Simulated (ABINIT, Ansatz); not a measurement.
# CaO (Lime): G0W0 with ABINIT, start to end, part 3 of 3

Wanted: ground state, empty states, screening and self-energy for CaO (Lime).

ABINIT 10.8.3; PBE and many-body steps on it, plane waves. Known limits of the many-body steps: not at the basis limit.

So far. Step 4 (Empty states on the mesh, 6×6×6 mesh, 168 bands): On this mesh the gap is 3.662 eV. Step 5 (Screening, 6×6×6 mesh, 160 bands, screening to 239.5 eV): Local fields lower ε∞ by 9 %.

## Step 6: Self-energy, 6×6×6 mesh, 160 bands, screening to 239.5 eV

The self-energy is evaluated for the states that the input lists, and the levels follow from it, in one-shot runs by the linearised quasiparticle equation.

This step: G0W0 on PBE, plane waves, norm-conserving pseudopotentials.

Input file run.abi:

```
acell 3*1.0 Angstrom
rprim 
  -0.000000000000 2.406500000000 2.406500000000
  2.406500000000 -0.000000000000 2.406500000000
  2.406500000000 2.406500000000 -0.000000000000
ntypat 2
znucl 20 8
natom 2
typat 1 2
xred 
  0.000000000000 0.000000000000 0.000000000000
  0.500000000000 0.500000000000 0.500000000000
pp_dirpath "pseudos"
pseudos "Ca.upf, O.upf"
ecut 36
ngkpt 6 6 6
nshiftk 1
shiftk 0 0 0
kptopt 1
chksymbreak 0
istwfk *1
occopt 1
irdwfk 1
optdriver 4
nband 160
gwcalctyp 0
ecutsigx 36
symsigma 1
nkptgw 2
kptgw 
  0.0000000000 0.0000000000 0.0000000000
  0.5000000000 0.5000000000 0.0000000000
bdgw 
  6 12
  7 10
ecuteps 8.8
irdscr 1
ppmodel 1
indata_prefix "in"
outdata_prefix "out"
tmpdata_prefix "tmp"
```

Started as:

```console
OMP_NUM_THREADS=1 mpirun -n 8 abinit run.abi > log
```

Numbers of over 12 decimals in the logs are rounded to 6 here.

Output:

```text
.Version 10.8.3 of ABINIT. v10.8.2 released Aug 2026.

 Symmetries : space group Fm -3 m (#225); Bravais cF (face-center cubic)
[... echo of the input left out ...]
== DATASET  1 ==================================================================
-   mpi_nproc: 8, omp_nthreads: 1 (-1 if OMP is not activated)

--- !DatasetInfo
iteration_state: {dtset: 1, }
dimensions: {natom: 2, nkpt: 16, mband: 160, nsppol: 1, nspinor: 1, nspden: 1, mpw: 1964, }
cutoff_energies: {ecut:  36.0, pawecutdg:  -1.0, }
electrons: {nelect:   1.60000000E+01, charge:   0.00000000E+00, occopt:   1.00000000E+00, tsmear:   1.00000000E-02, }

 SIGMA: Calculation of the GW corrections

 Based on a program developped by R.W. Godby, V. Olevano, G. Onida, and L. Reining.
 Incorporated in ABINIT by V. Olevano, G.-M. Rignanese, and M. Torrent.
.Using double precision arithmetic ; gwpc =  8

[... cell and pseudopotentials left out ...]
--------------------------------------------------------------------------------

 ==== K-mesh for the wavefunctions ====
 Number of points in the irreducible wedge :    16
[... list of points left out ...]
 Together with 48 symmetry operations and time-reversal symmetry
 yields   216 points in the full Brillouin Zone.

 ==== Q-mesh for screening function ====
 Number of points in the irreducible wedge :    16
[... list of points left out ...]
 Together with 48 symmetry operations and time-reversal symmetry
 yields   216 points in the full Brillouin Zone.

 vcoul_init : cutoff-mode = AUXILIARY_FUNCTION
 q-points for optical limit:   1
     1)      0.000010    0.000020    0.000030
 setmesh: FFT mesh size selected  =    36x   36x   36
          total number of points  =        46656

 Number of electrons calculated from density =   16.0000; Expected =   16.0000
 average of density, n =  0.085062
 r_s =    1.4106
 omega_plasma =   28.1335 [eV]

 === KS Band Gaps ===
  >>>> For spin  1
   Minimum direct gap =   4.0368 [eV], located at k-point      :   0.5000  0.5000  0.0000
   Fundamental gap    =   3.6624 [eV], Top of valence bands at :   0.0000  0.0000  0.0000
                                       Bottom of conduction at :   0.5000  0.5000  0.0000
 SIGMA fundamental parameters:
 PLASMON POLE MODEL  1
 number of plane-waves for SigmaX                 1917
 number of plane-waves for SigmaC and W            259
 number of plane-waves for wavefunctions          1917
 number of bands                                   160
 number of independent spin polarizations            1
 number of spinorial components                      1
 number of k-points in IBZ                          16
 number of q-points in IBZ                          16
 number of symmetry operations                      48
 number of k-points in BZ                          216
 number of q-points in BZ                          216
 number of frequencies for dSigma/dE                 9
 frequency step for dSigma/dE [eV]                0.25
 number of omega for Sigma on real axis              0
 max omega for Sigma on real axis  [eV]           0.00
 zcut for avoiding poles [eV]                     0.10

 EPSILON^-1 parameters (SCR file):
 dimension of the eps^-1 matrix on file            259
 dimension of the eps^-1 matrix used               259
 number of plane-waves for wavefunctions          1917
 number of bands                                   160
 number of q-points in IBZ                          16
 number of frequencies                               2
 number of real frequencies                          1
 number of imag frequencies                          1

 matrix elements of self-energy operator (all in [eV])

 Perturbative Calculation

--- !SelfEnergy_ee
iteration_state: {dtset: 1, }
kpoint     : [   0.000,    0.000,    0.000, ]
spin       : 1
KS_gap     :    4.714
QP_gap     :    6.239
Delta_QP_KS:    1.525
data: !SigmaeeData |
     Band     E0 <VxcDFT>   SigX SigC(E0)      Z dSigC/dE  Sig(E)    E-E0       E
        6   5.064 -19.387 -24.633   3.914   0.780  -0.283 -20.425  -1.038   4.026
        7   5.064 -19.387 -24.633   3.914   0.780  -0.283 -20.425  -1.038   4.026
        8   5.064 -19.387 -24.633   3.914   0.780  -0.283 -20.425  -1.038   4.026
        9   9.779 -10.893  -6.430  -3.886   0.844  -0.185 -10.406   0.487  10.266
       10  11.292 -13.900  -7.002  -4.778   0.842  -0.188 -12.115   1.785  13.077
       11  11.292 -13.900  -7.002  -4.778   0.842  -0.188 -12.115   1.785  13.077
       12  11.292 -13.900  -7.002  -4.778   0.842  -0.188 -12.115   1.785  13.077

--- !SelfEnergy_ee
iteration_state: {dtset: 1, }
kpoint     : [   0.500,    0.500,    0.000, ]
spin       : 1
KS_gap     :    4.037
QP_gap     :    6.314
Delta_QP_KS:    2.277
data: !SigmaeeData |
     Band     E0 <VxcDFT>   SigX SigC(E0)      Z dSigC/dE  Sig(E)    E-E0       E
        7   4.690 -18.916 -24.314   3.928   0.777  -0.287 -20.058  -1.142   3.548
        8   4.690 -18.916 -24.314   3.928   0.777  -0.287 -20.058  -1.142   3.548
        9   8.727 -11.430  -5.899  -4.196   0.850  -0.176 -10.295   1.134   9.861
       10  13.087 -16.112  -8.832  -4.890   0.833  -0.201 -14.121   1.991  15.078

== END DATASET(S) ==============================================================
================================================================================

 -outvars: echo values of variables after computation  --------
           etotal      0.0000000000E+00
            nband         160
             nkpt          16
          spgroup         225
 [... the other variables as echoed above ...]

 Calculation completed.
```

Run time: 16 s. Hardware: 8 MPI ranks of Arm Neoverse V2, shared host; peak memory 2 GiB; 2 min of CPU time.

Numbers from this step:

```
G0W0 gap on the points computed              : 5.835 eV
starting gap on the mesh                     : 3.662 eV
k of the valence top                         : 0, 0, 0
k of the conduction bottom                   : 0.5, 0.5, 0
Z at the valence top                         : 0.78
Z at the conduction bottom                   : 0.85
least direct G0W0 gap on the computed points : 6.24 eV
```

The gap on the mesh goes from 3.66 eV to 5.84 eV, a correction of +2.17 eV.

Limits: finite bands, cutoff and mesh. v1 is the top filled band, c1 the lowest empty one. The levels before and after the correction (eV, zero at the valence-band top of each column):

```
           conduction bottom  valence top
Kohn-Sham               3.66         0.00
     G0W0               5.83         0.00
```

```
                       level  energy (eV)
Kohn-Sham            Γ v3-v1        0.000
Kohn-Sham               Γ c1        4.714
Kohn-Sham            Γ c2-c4        6.228
Kohn-Sham  (0.5 0.5 0) v2-v1       -0.374
Kohn-Sham     (0.5 0.5 0) c1        3.662
Kohn-Sham     (0.5 0.5 0) c2        8.023
     G0W0            Γ v3-v1        0.000
     G0W0               Γ c1        6.240
     G0W0            Γ c2-c4        9.051
     G0W0  (0.5 0.5 0) v2-v1       -0.478
     G0W0     (0.5 0.5 0) c1        5.835
     G0W0     (0.5 0.5 0) c2       11.052
```

## Step 7: Where the time went

Times are wall times on 8 MPI ranks of Arm Neoverse V2, shared host, good to a factor of about two.

```
                          step   time  share  memory (GiB)
                  ground state  5.2 s    4 %          0.52
bands along the symmetry lines  5.3 s    4 %          0.47
      empty states on the mesh   18 s   14 %           2.1
                     screening   86 s   66 %           1.7
                   self-energy   16 s   12 %           2.0
```

## Step 8: Outcome

```yaml
pbe_gap: 3.66 eV, indirect
g0w0_gap_on_the_mesh: 5.84 eV
gw_settings: 6×6×6 mesh, 160 bands, screening to 239.5 eV, Godby-Needs plasmon pole
known_limits: not at the basis limit
```

**Reading.** G0W0 moves the gap on the mesh from 3.66 eV to 5.84 eV (+2.17 eV), with Z of 0.78 and 0.85 at the edges. Local fields lower the RPA ε∞ on this mesh from 3.92 to 3.57. Only 2 of the mesh's irreducible points were corrected, so a valley elsewhere could overtake. The dearest step here is «screening». Bands and cutoff are finite, so the gap is not at the basis limit. The miss can reach some tenths of an eV and take either sign; the mesh is an error of its own. In the G0W0 run levels were corrected at 2 k points alone, so a gap called «on the mesh» is the least over those, and an edge elsewhere would be missed.

[Paths, hosts, dates, memory and timing lines, banners, echoed tables and standing remarks are left out of the program output.]

[Logs are printed without paths, hosts, clocks, repeated set-up lines and the standing remarks that a program may print on its own settings, such as how far it seeks lower states.]

[Runs of the session that timed out or met a known fault of the program may be left out.]

[Hosts, paths, dates, database ids (printed as entryN), source tags and the programs' standing remarks are cut or masked in the printed files.]

[G0W0 gaps are taken among the corrected bands and points alone; a level outside them can change the order at an edge.]

[Where Ansatz stands beside ABINIT at settings called matched, ABINIT's density can come from a denser mesh and the files from another edition; pairs whose starting gaps differed by over 0.03 eV were left out, so agreement reads better than it is.]
